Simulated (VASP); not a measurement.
Crystal: MgTe.

```xyz
4
Lattice="4.5200 0.0000 0.0000 -2.2600 3.9144 0.0000 0.0000 0.0000 7.3300" Properties=species:S:1:pos:R:3 pbc="T T T"
Mg    0.0000    2.6096    0.0000
Mg    2.2600    1.3048    3.6650
Te    0.0000    2.6096    2.8220
Te    2.2600    1.3048    6.4870
```

```yaml
Program: VASP 6.6.1
Task: relaxation of cell and atoms
Functional: PBE
Potentials_or_basis: VASP PAW PBE potentials, release 64 (Mg, Te)
Cutoff: 600 eV
k_mesh: 6 × 6 × 4
Occupations: gaussian, width 0.02 eV
Spin: no spin polarisation
```

At the start: pressure 2.4 GPa; volume 32.42 Å³/atom.

Question: Where does the relaxation end?

Answer: Over 9 steps the energy falls by 17.9 meV/atom and the volume is 34.47 Å³/atom (+6.3 %); space group P6_3mc (No. 186, to 0.05 Å).

The path:
| step | energy change (eV) | largest force (eV/Å) | pressure (GPa) | volume (Å³) |
| --- | --- | --- | --- | --- |
| 1 | 0.0000 | 0.2350 | 2.41 | 129.69 |
| 2 | -0.0668 | 0.0595 | -0.30 | 139.04 |
| 3 | -0.0677 | 0.0758 | -0.04 | 137.98 |
| 4 | -0.0677 | 0.0732 | -0.08 | 138.15 |
| 5 | -0.0688 | 0.0511 | -0.05 | 138.04 |
| 6 | -0.0700 | 0.0163 | 0.04 | 137.70 |
| 7 | -0.0708 | 0.0121 | 0.04 | 137.73 |
| 8 | -0.0715 | 0.0034 | 0.02 | 137.78 |
| 9 | -0.0715 | 0.0017 | 0.00 | 137.88 |

Final structure:
```cif
data_structure
_symmetry_space_group_name_H-M 'P 1'
_symmetry_Int_Tables_number 1
_cell_length_a 4.6079
_cell_length_b 4.6079
_cell_length_c 7.4983
_cell_angle_alpha 90.000
_cell_angle_beta 90.000
_cell_angle_gamma 120.000
_cell_volume 137.88
loop_
_atom_site_label
_atom_site_type_symbol
_atom_site_fract_x
_atom_site_fract_y
_atom_site_fract_z
_atom_site_occupancy
Mg1 Mg 0.33333 0.66667 0.00431 1
Mg2 Mg 0.66667 0.33333 0.50431 1
Te1 Te 0.33333 0.66667 0.38069 1
Te2 Te 0.66667 0.33333 0.88069 1
```
